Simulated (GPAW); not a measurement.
Runs of GPAW 26.7.0 on CdS (Hawleyite). The structure is cubic, space group F-43m (No. 216). Conventional cell: a = 5.833 Å, b = 5.833 Å, c = 5.833 Å, α = 90.00°, β = 90.00°, γ = 90.00°. Around Cd (site symmetry -43m) lie 4 S at 2.53 Å. S (site symmetry -43m) is surrounded by 4 Cd at 2.53 Å. 

```csv
task,level,potentials or basis,spin,cell,k mesh,cutoff (eV),smearing,response ecut,frequency,extrapolate,qp bands,integrate gamma,mesh quality,gap on the mesh (eV),pressure (GPa)
single point,PBEsol,"PAW data sets generated in the run's folder for this functional, pw",off,as given,8 × 8 × 8,600,fermi-dirac 0.05 eV,-,-,-,-,-,not flagged,0.98,-0.5
band structure,PBEsol,"PAW data sets generated in the run's folder for this functional, pw",off,as given,8 × 8 × 8,600,fermi-dirac 0.05 eV,-,-,-,-,-,not flagged,0.98,-0.5
band structure,PBEsol,"PAW data sets generated in the run's folder for this functional, pw","SOC, no magnetisation",as given,8 × 8 × 8,600,fermi-dirac 0.05 eV,-,-,-,-,-,not flagged,0.97,-0.5
single point,PBEsol,"PAW data sets generated in the run's folder for this functional, pw",off,"atoms moved at random, drawn with an rms of 0.05 Å",8 × 8 × 8,600,fermi-dirac 0.05 eV,-,-,-,-,-,not flagged,0.98,-0.3
single point,PBE,"GPAW PAW data sets (gpaw-data 1.2.1), pw",off,as given,6 × 6 × 6,450,fermi-dirac 0.05 eV,-,-,-,-,-,not flagged,1.13,(a)
```

Problem. Estimate the missing entries.

Solution. (a) 1.8.

Caveats: spin-orbit coupling was added after a scalar SCF, so levels and gaps hold it while energy, forces, pressure and moments don't (some runs); this program's spin-orbit splittings come out too wide for heavy elements (some runs); the cutoff is short for stress and forces, so pressures can be off by a GPa or more (some runs).

A k mesh can miss the band edges, and rows without SOC leave out spin-orbit coupling on Cd.
